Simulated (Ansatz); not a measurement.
Here is an Ansatz 0.2.0 calculation.

File input.yaml:

```yaml
crystal:
  lattice:
    - [4.3, 0.0, 0.0]
    - [-2.15, 3.7239092363, 0.0]
    - [0.0, 0.0, 7.02]
  atoms:
    - { symbol: Cd, position: [0.6666666667, 0.3333333333, 0.5] }
    - { symbol: Cd, position: [0.3333333333, 0.6666666667, 0.0] }
    - { symbol: Se, position: [0.6666666667, 0.3333333333, 0.885] }
    - { symbol: Se, position: [0.3333333333, 0.6666666667, 0.385] }
hamiltonian:
  xc: rpbe
  pseudopotentials: { kind: paw }
  dispersion: d3bj
kpoints:
  mp_grid: { grid: [7, 7, 4] }
scf:
  occupations: { method: fermi_dirac, width: 0.05 }
output:
  forces: true
  stress: true
relax:
  f_tol: 0.01
  max_steps: 40
  cell: { stress_tol: 0.05 }
```

Potentials or basis: Ansatz PAW.

The run is started by

```console
$ ansatz run input.yaml --threads 2 --pin off --max-ram 5632MiB --backend cpu --events-out ev --progress --plain --runs-dir out
```

Question: What does it give for the relaxed volume?

Answer: 26.23 Å³/atom.

Question: Estimate the band gap on the k mesh.

Answer: 1.02 eV.

Question: Estimate the space group after relaxing (to 0.05 Å).

Answer: P6_3mc (No. 186).

The path:
```csv
step,energy change (eV),largest force (eV/Å),volume (Å³)
1,0.0000,0.3107,112.41
2,-0.0793,0.3719,101.71
3,-0.1125,0.0959,105.43
4,-0.1147,0.0006,104.91
5,-0.1129,0.0006,104.91
```

Caveat: odd divisions of the mesh miss points on the zone boundary, where band edges often lie, so the gap on the mesh can be too wide; the plane-wave basis is chosen anew once the cell has moved, so the energies of steps on either side of that aren't comparable; the PAW data sets come from PBE, with cores solved anew for the run's functional, which leaves a small shift of forces and pressure. A k mesh can miss the band edges.
